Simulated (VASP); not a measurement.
# SiC (I-4m2) in VASP: further runs

Runs on SiC. Level: r2SCAN. Tasks: single point.

All numbers are computed with VASP 6.6.1; they aren't measurements. Logs are shortened: lines on timing, memory, paths and dates and some standing lists are left out, and cuts for length are marked.

## 1. The cell of the first run

It takes space group I-4m2 (No. 119, tetragonal). Conventional cell: a = 3.075 Å, b = 3.075 Å, c = 4.413 Å, α = 90.00°, β = 90.00°, γ = 90.00°. Si (site symmetry -4m2) is surrounded by 4 C at 1.89 Å. Around C (site symmetry -4m2) lie 4 Si at 1.89 Å.

## 2. Single point, r2SCAN (strain +0.0150 x Voigt [0, 1, 0, 0, 0, 0], atoms carried along)

POSCAR reads:

```
SiC
1.0
    0.0000000000      2.2066100000      2.1740000000
    2.1740000000      0.0000000000      2.1740000000
    2.1740000000      2.2066100000      0.0000000000
Si C
1 1
Direct
    0.0000000000      0.0000000000      0.0000000000
    0.7500000000      0.7500000000      0.7500000000
```

INCAR.step1 reads:

```
  PREC = Accurate
  ENCUT = 520
  ISMEAR = 0
  SIGMA = 0.05
  LREAL = False
  LASPH = True
  NELM = 100
  NBANDS = 11
  GGA = PE
  ALGO = Normal
  EDIFF = 1E-4
  LWAVE = True
  LCHARG = False
```

INCAR.step2 reads:

```
  PREC = Accurate
  ENCUT = 520
  EDIFF = 1E-7
  ISMEAR = 0
  SIGMA = 0.05
  LREAL = False
  LASPH = True
  NELM = 100
  ALGO = Normal
  ISIF = 2
  LWAVE = False
  LCHARG = False
  METAGGA = R2SCAN
  LMIXTAU = True
  NBANDS = 11
  ISTART = 1
```

KPOINTS reads:

```
Automatic mesh
0
Gamma
  12 12 12
```

Potentials or basis: VASP PAW PBE potentials, release 64 (Si, C).

Launch:

```bash
$ cat potpaw_PBE.64/Si/POTCAR potpaw_PBE.64/C/POTCAR > POTCAR
$ cp INCAR.step1 INCAR
$ mpirun -np 1 vasp_std > vasp.out
$ cp INCAR.step2 INCAR
$ mpirun -np 1 vasp_std > vasp.out
```

OUTCAR:

```text
PREC = Accurate
   ENCUT = 520
   EDIFF = 1E-7
   ISMEAR = 0
   LREAL = False
   LASPH = True
   NELM = 100
   ISIF = 2
   METAGGA = R2SCAN
   ISTART = 1

 ion  position               nearest neighbor table
   1  0.000  0.000  0.000-   2 1.89   2 1.89   2 1.89   2 1.89
   2  0.750  0.750  0.750-   1 1.89   1 1.89   1 1.89   1 1.89

  LATTYP: Found a body centered tetragonal cell.
 ALAT       =     3.0745002846
 C/A-ratio  =     1.4354267658

  Lattice vectors:

 A1 = (   0.0000000000,  -2.2066100000,   2.1740000000)
 A2 = (   0.0000000000,  -2.2066100000,  -2.1740000000)
 A3 = (   2.1740000000,   2.2066100000,   0.0000000000)

Analysis of symmetry for initial positions (statically):
=====================================================================
 Subroutine PRICEL returns:
 Original cell was already a primitive cell.

 Routine SETGRP: Setting up the symmetry group for a
 body centered tetragonal supercell.

 Subroutine GETGRP returns: Found  8 space group operations
 (whereof  8 operations were pure point group operations)
 out of a pool of 16 trial point group operations.

The static configuration has the point symmetry D_2d.

Analysis of symmetry for dynamics (positions and initial velocities):
=====================================================================
 Subroutine PRICEL returns:
 Original cell was already a primitive cell.

 Routine SETGRP: Setting up the symmetry group for a
 body centered tetragonal supercell.

 Subroutine GETGRP returns: Found  8 space group operations
 (whereof  8 operations were pure point group operations)
 out of a pool of 16 trial point group operations.

The dynamic configuration has the point symmetry D_2d.

 Subroutine INISYM returns: Found  8 space group operations
 (whereof  8 operations are pure point group operations),
 and found     1 'primitive' translations

----------------------------------------------------------------------------------------

                                     Primitive cell

  volume of cell :      20.8581

  direct lattice vectors                    reciprocal lattice vectors
     0.000000000  2.206610000  2.174000000    -0.229990800  0.226591922  0.229990800
     2.174000000  0.000000000  2.174000000     0.229990800 -0.226591922  0.229990800
     2.174000000  2.206610000  0.000000000     0.229990800  0.226591922 -0.229990800

  length of vectors
     3.097644862  3.074500285  3.097644862     0.396403122  0.396403122  0.396403122

  position of ions in fractional coordinates (direct lattice)
     0.000000000  0.000000000  0.000000000
     0.750000000  0.750000000  0.750000000

  ion indices of the primitive-cell ions
   primitive index   ion index
                 1           1
                 2           2

----------------------------------------------------------------------------------------

 KPOINTS: Automatic mesh

Automatic generation of k-mesh.
 Grid dimensions read from file:
 generate k-points for:   12   12   12

 Generating k-lattice:

  Cartesian coordinates                     Fractional coordinates (reciprocal lattice)
    -0.019165900  0.018882660  0.019165900     0.083333333  0.000000000  0.000000000
     0.019165900 -0.018882660  0.019165900     0.000000000  0.083333333  0.000000000
     0.019165900  0.018882660 -0.019165900     0.000000000  0.000000000  0.083333333

  Length of vectors
     0.033033594  0.033033594  0.033033594

  Shift w.r.t. Gamma in fractional coordinates (k-lattice)
     0.000000000  0.000000000  0.000000000

 Subroutine IBZKPT returns following result:
 ===========================================

 Found    163 irreducible k-points:

 Following reciprocal coordinates:
            Coordinates               Weight
  0.000000  0.000000  0.000000      1.000000
  0.083333  0.000000  0.000000      8.000000
  0.166667  0.000000  0.000000      8.000000
  0.250000  0.000000 -0.000000      8.000000
  0.333333  0.000000  0.000000      8.000000
  0.416667  0.000000 -0.000000      8.000000
[... 16 lines left out ...]
  0.500000  0.166667 -0.000000     16.000000
 -0.416667  0.166667 -0.000000     16.000000
 [... further k-points ...]
   k-points           NKPTS =    163   k-points in BZ     NKDIM =    163   number of bands    NBANDS=     11
   number of dos      NEDOS =    301   number of ions     NIONS =      2
   total plane-waves  NPLWV =  13824
   dimension x,y,z NGX =    24 NGY =   24 NGZ =   24
   dimension x,y,z NGXF=    48 NGYF=   48 NGZF=   48
   ions per type =               1   1
   NGX,Y,Z   is equivalent  to a cutoff of  12.88, 12.98, 12.88 a.u.
   NGXF,Y,Z  is equivalent  to a cutoff of  25.76, 25.95, 25.76 a.u.
 SYSTEM =  unknown system
   PREC   = accura    normal or accurate (medium, high low for compatibility)
   ISTART =      1    job   : 0-new  1-cont  2-samecut
   ICHARG =      0    charge: 1-file 2-atom 10-const
   ISPIN  =      1    spin polarized calculation?
   LNONCOLLINEAR =      F non collinear calculations
   LSORBIT =      F    spin-orbit coupling
   LASPH  =      T    aspherical Exc in radial PAW
   ENCUT  =  520.0 eV  38.22 Ry    6.18 a.u.   5.76  5.72  5.76*2*pi/ulx,y,z
   NELM   =    100;   NELMIN=  2; NELMDL=  0     # of ELM steps
   EDIFF  = 0.1E-06   stopping-criterion for ELM
   LREAL  =      F    real-space projection
   EDIFFG = 0.1E-05   stopping-criterion for IOM
   NSW    =      0    number of steps for IOM
   IBRION =     -1    ionic relax: 0-MD 1-quasi-New 2-CG
   NFREE  =      0    steps in history (QN), initial steepest desc. (CG)
   ISIF   =      2    stress and relaxation
   ISYM   =      2    0-nonsym 1-usesym 2-fastsym
   POTIM  = 0.5000    time-step for ionic-motion
   TEBEG  =    0.0;   TEEND  =   0.0 temperature during run
   PSTRESS=    0.0 pullay stress
   NELECT =       8.0000    total number of electrons
   NUPDOWN=      -1.0000    fix difference up-down
   EMIN   =  10.00;   EMAX   =-10.00  energy-range for DOS
   EFERMI =   0.00;   METHOD = LEGACY
   ISMEAR =     0;   SIGMA  =   0.05  broadening in eV -4-tet -1-fermi 0-gaus
   EFERMI_NEDOS =   21; number of points for ismear=-14 and -15
   IALGO  =     38    algorithm
   IMIX   =      4    mixing-type and parameters
     AMIX     =   0.40;   BMIX     =  1.00
     AMIX_MAG =   1.60;   BMIX_MAG =  1.00
  volume/ion in A,a.u.               =      10.43        70.38
  Fermi-wavevector in a.u.,A,eV,Ry     =   1.189451  2.247737 19.249441  1.414794
  Thomas-Fermi vector in A             =   2.325558
   LORBIT       =      0    0 simple, 1 ext, 2 COOP (PROOUT), +10 PAW based schemes
   METAGGA = R2SCAN    functional components
   LHFCALC =     F    Hartree Fock is set to
   AEXX    =    0.0000 exact exchange contribution
   IVDW    =     0    specifies the selected vdW correction
   LEPSILON=     F    determine dielectric tensor
   LRPA    =     F    only Hartree local field effects (RPA)
 non-spin polarized calculation
 Gauss-broadening in eV      SIGMA  =   0.05
  energy-cutoff  :      520.00
  volume of cell :       20.86
 maximum number of plane-waves:       572
   NGX = 11   NGY = 11   NGZ = 11

 number of electron       8.0000001 magnetization

 Free energy of the ion-electron system (eV)
  ---------------------------------------------------
  ext. energy  EPLUGINS =         0.00000000
  ---------------------------------------------------
  free energy    TOTEN  =       -19.32294629 eV

  energy without entropy =      -19.32294629  energy(sigma->0) =      -19.32294629

 E-fermi :   8.1463     XC(G=0): -11.8989

 val. band max:        7.9299665248   @ k =   0.0000   0.0000   0.0000
 cond. band min:       9.5786025084   @ k =   0.5000   0.5000   0.0000
 fundamental gap:      1.6486359835
 Fermi energy:         8.1462627147

 k-point     1 :       0.0000    0.0000    0.0000
  band No.  band energies     occupation
      1      -8.2225      2.00000
      2       7.8225      2.00000
      3       7.9300      2.00000
      4       7.9300      2.00000
      5      14.6253      0.00000
      6      15.6692      0.00000
      7      15.6692      0.00000
      8      15.7126      0.00000
      9      22.8079      0.00000
     10      23.2893      0.00000
     11      25.5263      0.00000

 k-point     2 :       0.0833    0.0000    0.0000
  band No.  band energies     occupation
      1      -8.0827      2.00000
      2       7.1360      2.00000
      3       7.7573      2.00000
      4       7.8359      2.00000
      5      14.8728      0.00000
      6      15.8292      0.00000
      7      15.8592      0.00000
      8      15.9241      0.00000
      9      22.1158      0.00000
     10      22.5270      0.00000
     11      25.3530      0.00000

 k-point     3 :       0.1667    0.0000    0.0000
  band No.  band energies     occupation
      1      -7.6678      2.00000
      2       5.4306      2.00000
      3       7.4960      2.00000
      4       7.6027      2.00000
      5      14.7291      0.00000
      6      16.2147      0.00000
      7      16.2463      0.00000
      8      16.8822      0.00000
      9      21.3964      0.00000
     10      21.6675      0.00000
     11      24.5653      0.00000
[... 267 lines left out ...]
 k-point    23 :       0.5000    0.1667   -0.0000
  band No.  band energies     occupation
      1      -4.4556      2.00000
      2      -0.1201      2.00000
      3       5.0745      2.00000
      4       6.0194      2.00000
      5      13.1680      0.00000
      6      16.3012      0.00000
      7      17.3121      0.00000
      8      19.2612      0.00000
      9      22.7469      0.00000
     10      26.2318      0.00000
     11      27.2733      0.00000

 k-point    24 :      -0.4167    0.1667   -0.0000
  band No.  band energies     occupation
      1      -4.2969      2.00000
      2      -0.3368      2.00000
      3       4.7537      2.00000
      4       6.2635      2.00000
      5      13.4734      0.00000
      6      16.1996      0.00000
      7      16.9922      0.00000
      8      19.9207      0.00000
      9      23.4121      0.00000
     10      24.1973      0.00000
     11      27.1843      0.00000

 [... further k-points ...]

------------------------ aborting loop because EDIFF is reached ----------------------------------------

  FORCE on cell =-STRESS in cart. coord.  units (eV):
  Direction    XX          YY          ZZ          XY          YZ          ZX
  --------------------------------------------------------------------------------------
  -------------------------------------------------------------------------------------
  Total       -0.1041527     -0.6636777     -0.1041527      0.0000000      0.0000000      0.0000000
  in kB       -8.0003041    -50.9792142     -8.0003041      0.0000000      0.0000000      0.0000000
  external PRESSURE =     -22.3266075 kB  Pullay stress =       0.0000000 kB

 VOLUME and BASIS-vectors are now :
 -----------------------------------------------------------------------------
  energy-cutoff  :      520.00
  volume of cell :       20.86
      direct lattice vectors                 reciprocal lattice vectors
     0.000000000  2.206610000  2.174000000    -0.229990800  0.226591922  0.229990800
     2.174000000  0.000000000  2.174000000     0.229990800 -0.226591922  0.229990800
     2.174000000  2.206610000  0.000000000     0.229990800  0.226591922 -0.229990800

 POSITION                                       TOTAL-FORCE (eV/Angst)
 -----------------------------------------------------------------------------------
      0.00000      0.00000      0.00000        -0.000000      0.000000     -0.000000
      3.26100      3.30992      3.26100         0.000000     -0.000000      0.000000
 -----------------------------------------------------------------------------------
    total drift:                                0.000001      0.000001      0.000001

  FREE ENERGIE OF THE ION-ELECTRON SYSTEM (eV)
  ---------------------------------------------------
  free  energy   TOTEN  =       -19.3229462941 eV

  energy  without entropy=      -19.3229462941  energy(sigma->0) =      -19.32294629
```

Wall time 64 s (1 thread of Intel Xeon Platinum 8488C (Sapphire Rapids), shared host); peak memory 0.16 GiB.

Results:

| Quantity | Value |
| --- | --- |
| Free energy | -19.3229 eV |
| Pressure | -2.2 GPa |
| Band gap on the k mesh | 1.65 eV, indirect (least direct gap 5.03 eV) |

Caveat: the PAW data sets were made with another functional, which shifts forces and pressure a little.

## 3. Single point, r2SCAN (strain +0.0300 x Voigt [0, 1, 0, 0, 0, 0], atoms carried along)

POSCAR reads:

```
SiC
1.0
    0.0000000000      2.2392200000      2.1740000000
    2.1740000000      0.0000000000      2.1740000000
    2.1740000000      2.2392200000      0.0000000000
Si C
1 1
Direct
    0.0000000000      0.0000000000      0.0000000000
    0.7500000000      0.7500000000      0.7500000000
```

INCAR.step1 reads:

```
SYSTEM = SiC
PREC = Accurate
ENCUT = 520
ISMEAR = 0
SIGMA = 0.05
LREAL = .FALSE.
LASPH = .TRUE.
NELM = 100
NBANDS = 11
GGA = PE
ALGO = Normal
EDIFF = 1E-4
LWAVE = .TRUE.
LCHARG = .FALSE.
```

INCAR.step2 reads:

```
SYSTEM = SiC
PREC = Accurate
ENCUT = 520
EDIFF = 1E-6
ISMEAR = 0
SIGMA = 0.05
LREAL = .FALSE.
LASPH = .TRUE.
NELM = 100
ALGO = Normal
ISIF = 2
LWAVE = .FALSE.
LCHARG = .FALSE.
METAGGA = R2SCAN
LMIXTAU = .TRUE.
NBANDS = 11
ISTART = 1
```

KPOINTS reads:

```
regular mesh
0
G
  12 12 12
  0 0 0
```

Potentials or basis: VASP PAW PBE potentials, release 64 (Si, C).

Launch:

```bash
$ cat potpaw_PBE.64/Si/POTCAR potpaw_PBE.64/C/POTCAR > POTCAR
$ cp INCAR.step1 INCAR
$ mpirun -np 1 vasp_std > vasp.out
$ cp INCAR.step2 INCAR
$ mpirun -np 1 vasp_std > vasp.out
```

Run time: 49 s. Hardware: 1 thread of Intel Xeon Platinum 8488C (Sapphire Rapids), shared host; peak memory 0.16 GiB.

The run converged. Its results:

```
Free energy            : -19.3074 eV
Pressure               : -5.4 GPa
Band gap on the k mesh : 1.58 eV, indirect (least direct gap 5.00 eV)
```

Stress tensor (GPa, compression positive):
```
 -2.46   0.00   0.00
  0.00 -11.20   0.00
  0.00   0.00  -2.46
```

Levels at points of the mesh, in eV from the valence-band top:
```csv
k point,band 1,band 2,band 3,band 4,band 5,band 6,band 7,band 8
"(0.00, 0.00, 0.00)",-16.07,-0.22,0.00,0.00,6.47,7.58,7.58,7.67
"(0.50, 0.00, 0.00)",-12.53,-8.77,-1.37,-0.99,5.61,7.45,7.80,10.75
"(0.50, 0.50, 0.00)",-11.02,-7.93,-3.49,-3.44,1.58,4.48,14.24,15.20
"(0.50, 0.00, 0.50)",-11.24,-8.30,-3.14,-3.14,1.85,5.01,14.85,14.85
```

Caveat: the PAW data sets were made with another functional, which shifts forces and pressure a little. A k mesh can miss the band edges.

## 4. Single point, r2SCAN (strain -0.0450 x Voigt [0, 1, 0, 0, 0, 0], atoms carried along)

POSCAR reads:

```
SiC
1.0
    0.0000000000      2.0761700000      2.1740000000
    2.1740000000      0.0000000000      2.1740000000
    2.1740000000      2.0761700000      0.0000000000
Si C
1 1
Direct
    0.0000000000      0.0000000000      0.0000000000
    0.7500000000      0.7500000000      0.7500000000
```

INCAR.step1 reads:

```
PREC = Accurate
ENCUT = 520
ISMEAR = 0
SIGMA = 0.05
LREAL = False
LASPH = True
NELM = 100
NBANDS = 11
GGA = PE
ALGO = Normal
EDIFF = 1E-4
LWAVE = True
LCHARG = False
```

INCAR.step2 reads:

```
PREC = Accurate
ENCUT = 520
EDIFF = 1E-6
ISMEAR = 0
SIGMA = 0.05
LREAL = False
LASPH = True
NELM = 100
ALGO = Normal
ISIF = 2
LWAVE = False
LCHARG = True
METAGGA = R2SCAN
LMIXTAU = True
LELF = True
LVHAR = True
NBANDS = 11
ISTART = 1
```

KPOINTS reads:

```
regular mesh
0
Gamma
  12 12 12
```

Launch:

```bash
$ cat potpaw_PBE.64/Si/POTCAR potpaw_PBE.64/C/POTCAR > POTCAR
$ cp INCAR.step1 INCAR
$ mpirun -np 1 vasp_std > vasp.out
$ cp INCAR.step2 INCAR
$ mpirun -np 1 vasp_std > vasp.out
```

Run time: 59 s. Hardware: 1 thread of Intel Xeon Platinum 8488C (Sapphire Rapids), shared host; peak memory 0.16 GiB.

Results (log left out):

| Item | Value |
| --- | --- |
| Free energy | -19.2646 eV |
| Pressure | 12.6 GPa |
| Band gap on the k mesh | 1.20 eV, indirect (least direct gap 5.07 eV) |

Stress tensor (GPa, compression positive):
```
 8.66  0.00  0.00
 0.00 20.42  0.00
 0.00  0.00  8.66
```

Levels at points of the mesh, in eV from the valence-band top:
```csv
k point,band 1,band 2,band 3,band 4,band 5,band 6,band 7,band 8,band 9
"(0.00, 0.00, 0.00)",-16.82,-0.31,-0.31,0.00,7.29,7.96,8.10,8.10,14.58
"(0.50, 0.00, 0.00)",-12.98,-9.32,-1.62,-1.03,6.10,7.40,8.38,11.11,17.58
"(0.50, 0.50, 0.00)",-11.60,-8.63,-3.48,-3.42,1.65,5.11,14.84,16.21,16.44
"(0.50, 0.00, 0.50)",-11.20,-8.02,-4.00,-4.00,1.20,4.26,15.43,15.43,17.07
```

Caveat: the PAW data sets were made with another functional, which shifts forces and pressure a little. A k mesh can miss the band edges.

(Part 1 of 2 ends here.)
